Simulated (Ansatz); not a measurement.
# Where the states of O lie

```cif
data_structure
_symmetry_space_group_name_H-M 'P6_3/mmc'
_symmetry_Int_Tables_number 194
_cell_length_a 2.5610
_cell_length_b 2.5610
_cell_length_c 6.5750
_cell_angle_alpha 90.000
_cell_angle_beta 90.000
_cell_angle_gamma 120.000
_cell_volume 37.35
loop_
_atom_site_label
_atom_site_type_symbol
_atom_site_symmetry_multiplicity
_atom_site_Wyckoff_symbol
_atom_site_fract_x
_atom_site_fract_y
_atom_site_fract_z
_atom_site_occupancy
O1 O 4 f 0.33333 0.66667 0.16100 1
```

The runs use the primitive cell with vectors (2.561, 0.000, 0.000), (-1.280, 2.218, 0.000), (0.000, 0.000, 6.575) Å, to which the k mesh refers.

The geometry is COD entry 9017498, unchecked; take it as a test cell.

Solid oxygen carries moments on its molecules; these runs leave spin out.

Theory: DFT, PBE, all-electron LAPW, scalar-relativistic in Ansatz 0.2.0.

The runs use a Γ-centred 13×13×5 k mesh, Fermi–Dirac smearing of 0.03 eV, basis error target 1 meV/atom, no spin polarisation.

States per eV and cell, averaged over 0.6 eV, from -2.2 to 1.2 eV, with energies (bin centres) from the Fermi level; empty bins are left out. 

```
E (eV)  total
  -2.0   0.79
  -1.4   2.73
  -0.8   1.61
  -0.2   1.96
   0.4   3.47
   1.0   2.78
```
